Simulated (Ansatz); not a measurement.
**Ir under changes of volume**

One of the cells (14.627 Å³/atom); the others are scaled copies at fixed shape and fractional positions:

```
Ir
1.0
     2.75138    0.00000    0.00000
    -1.37569    2.38276    0.00000
     0.00000    0.00000    4.46229
Ir
2
Direct
  0.33333 0.66667 0.25000
  0.66667 0.33333 0.75000
```

This isn't the form of Ir at room conditions, which is fcc.

* Program: Ansatz 0.2.0
* Functional: PBEsol
* Potentials or basis: Ansatz PAW
* Cutoff: 420 eV (not typed: the program's choice for these potentials)
* k mesh: 11 × 11 × 6
* Occupations: fermi-dirac, width 0.05 eV
* Spin: no spin polarisation

| volume (Å³/atom) | energy over the lowest point (meV/atom) | pressure (GPa) |
| --- | --- | --- |
| 13.749 | 11.55 | 10.9 |
| 14.042 | 0.00 | 2.2 |
| 14.335 | 3.45 | -5.6 |
| 14.627 | 20.12 | -12.4 |
| 14.920 | 48.46 | -18.3 |
| 15.212 | 87.06 | -23.6 |
| 15.505 | ? | ? |

Q: What does the run at 15.505 Å³/atom give?

A: Energy over the lowest point 134.68 meV/atom; pressure -28.2 GPa.

Worked out: A Birch-Murnaghan fit of order 3 (a polynomial in V^(-2/3)) to the other rows has its minimum at 14.12 Å³/atom with B0 = V·E''(V) = 383 GPa and B' = 5.0 at fixed shape and positions, which overstates the stiffness. It gives 134.87 meV/atom at 15.505 Å³/atom, against the run's 134.68, and -dE/dV = -28.4 GPa, against -28.2.

Energies are extrapolated to zero smearing.

Caveats: the PAW data sets come from PBE, with cores solved anew for the run's functional, which leaves a small shift of forces and pressure.
